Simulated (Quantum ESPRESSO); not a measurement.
**PbS (Galena): zone-centre phonons and dielectric response under several settings**

```
Pb S
1.0
     0.00000    2.96575    2.96575
     2.96575    0.00000    2.96575
     2.96575    2.96575    0.00000
Pb S
1 1
Direct
  0.00000 0.00000 0.00000
  0.50000 0.50000 0.50000
```

All runs used Quantum ESPRESSO 7.5; k mesh 6 × 6 × 6, shifted; given cell, atoms relaxed; no spin polarisation; occupations smeared at first, fixed for the response.

| level | potentials | cutoff (eV) | pressure (GPa) | lowest optical mode without the field (cm⁻¹) | highest mode with the field (cm⁻¹) | ε∞ (mean) | ε0 (mean) | Born charge of atom 1 (e) | sum of the Born charges (e) |
| --- | --- | --- | --- | --- | --- | --- | --- | --- | --- |
| PBE | SPMS 1.0 PBE | 680 | ? | ? | ? | ? | ? | ? | ? |
| PBE | SG15 PBE 1.2 | 762 | 2.2 | 82 | 223 | 15.59 | 116.2 | 4.46 | 0.03 |
| PBE | GBRV 1.5 PBE | 612 | 2.0 | 74 | 221 | 15.70 | 140.4 | 4.50 | 0.03 |
| PBE | JTH 2.0 PBE | 707 | 2.0 | 76 | 221 | 15.80 | 135.0 | 4.48 | -0.01 |
| PBE | SSSP 1.3 efficiency PBE | 748 | 2.2 | 79 | 223 | 15.72 | 126.4 | 4.50 | 0.03 |
| PBE | PseudoDojo 0.4.1 SR PBE standard | 762 | 2.2 | 81 | 223 | 15.69 | 119.7 | 4.48 | 0.03 |
| PBE | PseudoDojo 0.4 SR PBE stringent | 1225 | 2.2 | 75 | 222 | 15.69 | 136.4 | 4.50 | 0.03 |

**Question.** What stands in the row left open?

**Answer.** Pressure 2.1 GPa; lowest optical mode without the field 79 cm⁻¹; highest mode with the field 222 cm⁻¹; ε∞ 15.59; ε0 122.9; Born charge of atom 1 4.45 e; sum of the Born charges 0.03 e.

The runs don't all hold the same shells in valence.
